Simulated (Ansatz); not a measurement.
## SnO$_{2}$: energy along a strain

SnO$_{2}$, P4_2/mnm, a = 4.760 Å, c = 3.201 Å. Ansatz: r2SCAN, PAW, 500 eV, Γ-centred 6×6×8 mesh on 6 atoms, Gaussian smearing 0.05 eV; no spin polarisation. Cell vectors (Å): 4.760 0.000 0.000; 0.000 4.760 0.000; 0.000 0.000 3.201. The cell is strained by x per cent times the pattern (0 0 0 0 1 0) in the order xx yy zz yz xz xy (engineering shears), with fractional coordinates held. y is the free energy over the start, V0 = 12.087 Å³/atom. Symmetry makes y even in x.

| x (%) | y (meV/atom) |
| --- | --- |
| -6.00 | 15.97 |
| -3.00 | 3.98 |
| 0.00 | 0.00 |
| 0.75 | 0.25 |
| 1.50 | 0.99 |
| 2.25 | 2.24 |
| 3.75 | ? |
| 4.50 | 8.97 |
| 5.25 | 12.22 |

Problem. Fit y = c2 x² + c4 x⁴ to the other rows, get the stiffness along the pattern, and predict the missing energy.

Solution. Least squares on the rows shown. y = 0.44204 x² + 4.4702×10⁻⁵ x⁴. The clamped-ion stiffness p·C·p = 2 × 4.420 eV × 160.2 / 12.087 Å³ = 117 GPa, which is C55 in these axes. At x = 3.75 the fit asked for gives 6.23 meV/atom. The run gave 6.23 meV/atom, the same to the digits shown.

The energy rises almost purely quadratically over the whole range, so the 117 GPa describes a harmonic response to this shear, and the small positive quartic term adds only slight stiffening. The resistance comes from the network of edge- and corner-sharing SnO₆ octahedra: tilting the c axis towards a changes both Sn–O lengths and O–Sn–O angles, at a cost in short-range repulsion, electrostatic energy and polar-covalent bonding. Tetragonal symmetry makes C44 equal to C55, but leaves the basal-plane shear constant C66 independent.

In rutile this shear has the same symmetry as a Raman-active E_g displacement of the oxygen sublattice. Letting the oxygens follow it would relieve part of the bond distortion, so the static relaxed constant should lie below the clamped-ion value. The predicted energy is an interpolation, and its agreement with the run confirms a smooth curve rather than the fit's reach to larger strains. The positive curvature likewise shows resistance to this one uniform distortion, not general mechanical stability.
